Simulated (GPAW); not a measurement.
A run of GPAW 26.7.0:

The input run.py:

```python
from ase import Atoms
from ase.dft.bandgap import bandgap
from ase.io import write
from ase.units import GPa
from gpaw import GPAW, PW, setup_paths

setup_paths.insert(0, '.')

atoms = Atoms(['Sn', 'Sn'],
              cell=[[-2.9401404553, 2.9401404553, 1.5993019889],
                    [2.9401404553, -2.9401404553, 1.5993019889],
                    [2.9401404553, 2.9401404553, -1.5993019889]],
              scaled_positions=[[0.0, 0.0, 0.0],
                                [0.75, 0.25, 0.5]],
              pbc=True)

calc = GPAW(mode=PW(600),
            xc='PBEsol',
            kpts={'size': (9, 9, 9), 'gamma': True},
            occupations={'name': 'fermi-dirac', 'width': 0.05},
            nbands=24,
            convergence={'density': 1e-05, 'energy': 1e-05},
            maxiter=150,
            txt='gpaw.txt')
atoms.calc = calc
energy = atoms.get_potential_energy()
forces = atoms.get_forces()
stress = atoms.get_stress()
calc.write('gs.gpw')
write('result.traj', atoms)
print(f'Energy: {energy:.6f} eV')
print('Forces (eV/A):')
print(forces.round(4))
print('Stress (GPa):', (stress / GPa).round(3))
print('Fermi level:', round(calc.get_fermi_level(), 4), 'eV')
print(f'Gap: {bandgap(calc)[0]:.4f} eV, direct: {bandgap(calc, direct=True)[0]:.4f} eV')

path = atoms.cell.bandpath('GXMGZPNZ1M,XP', npoints=60, eps=1e-4)
bs_calc = calc.fixed_density(kpts=path, symmetry='off', nbands=37,
                             convergence={'bands': 'CBM+6.0', 'eigenstates': 1e-6}, txt='bands.txt')
bs = bs_calc.band_structure()
bs.write('bs.json')
print(f'Gap on the path: {bandgap(bs_calc)[0]:.4f} eV')
```

Potentials or basis: PAW data sets generated in the run's folder for this functional, pw.

Launch:

```bash
$ gpaw-setup -f PBEsol Sn
$ OMP_NUM_THREADS=1 python run.py
```

Hardware: 1 thread of Arm Neoverse V2, on a shared host.

Question: Estimate the wall time of this run.

Answer: Wall time 93 s on 1 thread of Arm Neoverse V2, on a shared host, peak memory 0.33 GiB. Counts: scf iterations 13, plane waves 1880, bands 24, k points 75.
